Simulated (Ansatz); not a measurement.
C3H8S (1-propanethiol): the vertical ionisation energy from total energies

The species is C3H8S (12 atoms), meant as a singlet with charge 0. As SMILES, `CCCS`. The shape is that of a PBE0-D4/def2-TZVP optimisation. This is one conformer, not always the lowest.

```tsv
atom	x (Å)	y (Å)	z (Å)
C	-1.2833	-0.3792	-0.2728
C	0.0452	-0.7248	0.3736
C	1.1806	0.2066	-0.0157
S	1.0107	1.9185	0.5599
H	-1.1996	-0.3598	-1.3637
H	-1.6407	0.5993	0.0563
H	-2.0495	-1.1120	-0.0121
H	0.3376	-1.7420	0.0867
H	-0.0589	-0.7233	1.4628
H	2.1176	-0.1292	0.4346
H	1.3324	0.2128	-1.0978
H	0.0256	2.2879	-0.2725
```

Both states at this one shape; open shells run unrestricted unless said. 1 Eh = 27.2114 eV.

| level | program | singlet C3H8S (Eh) | doublet C3H8S+ (Eh) | HOMO of the first (eV) |
| --- | --- | --- | --- | --- |
| HF/x2c-SV(P)all (sfX2C) | Ansatz | -516.667035 | -516.365438 | -9.60 |
| CAM-B3LYP/pc-1 | Ansatz | -517.239708 | -516.898961 | -8.10 |

Q: Work out the vertical ionisation energy at each level.

A: 
1. HF/x2c-SV(P)all (sfX2C): -516.365438 − (-516.667035) = 0.301597 Eh = 8.21 eV; −ε(HOMO) = 9.60 eV.
2. CAM-B3LYP/pc-1: -516.898961 − (-517.239708) = 0.340747 Eh = 9.27 eV; −ε(HOMO) = 8.10 eV.

No measured value is set beside it here; the levels span 8.21 to 9.27 eV. In Hartree–Fock, −ε(HOMO) (Koopmans) exceeds the difference of totals by the orbital relaxation of the ion. Hartree–Fock favours the state with fewer electron pairs, since it lacks pair correlation.
